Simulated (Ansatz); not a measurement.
## One atom moved along a line in Rh

These are results of Ansatz, DFT PBE, scalar-relativistic, plane waves, PAW, not measurements. The runs took a 420 eV cutoff, a Γ-centred 12×12×12 mesh and Gaussian smearing (0.15 eV). No spin polarisation. Energies are free energies at this smearing, counted from the undisturbed cell; pressure is positive in compression.

Zero of the scan (as given, not relaxed at this level; it stands at 5.8 GPa):

```yaml
crystal:
  lattice:
    - [0.00000, -3.80310, -3.80310]
    - [-3.80310, -3.80310, 0.00000]
    - [-3.80310, 0.00000, -3.80310]
  atoms:
    - { symbol: Rh, position: [0.50000, 0.50000, 0.50000] }
    - { symbol: Rh, position: [0.50000, 0.00000, 0.50000] }
    - { symbol: Rh, position: [0.50000, 0.50000, 0.00000] }
    - { symbol: Rh, position: [0.50000, 0.00000, 0.00000] }
    - { symbol: Rh, position: [0.00000, 0.50000, 0.50000] }
    - { symbol: Rh, position: [0.00000, 0.00000, 0.50000] }
    - { symbol: Rh, position: [0.00000, 0.50000, 0.00000] }
    - { symbol: Rh, position: [0.00000, 0.00000, 0.00000] }
```

Atom 1 (Rh) is moved by x along the Cartesian unit vector (0.707, 0.707, 0.000); the cell and all other atoms stay fixed. The cell is metallic on the mesh throughout.

| x (Å) | ΔE (meV/cell) | force along x on the moved atoms (eV/Å) |
| --- | --- | --- |
| -0.6000 | 2905.3 | 12.10 |
| -0.2000 | 253.8 | 2.62 |
| 0.0000 | 0.0 | 0.00 |
| 0.1000 | 61.9 | -1.25 |
| 0.3000 | 594.7 | -4.25 |
| 0.4000 | 1115.7 | -6.25 |
| 0.5000 | 1864.9 | -8.84 |

By symmetry 0.6000 repeats -0.6000, -0.4000 repeats 0.4000, 0.2000 repeats -0.2000 in energy, with the opposite slope along the path.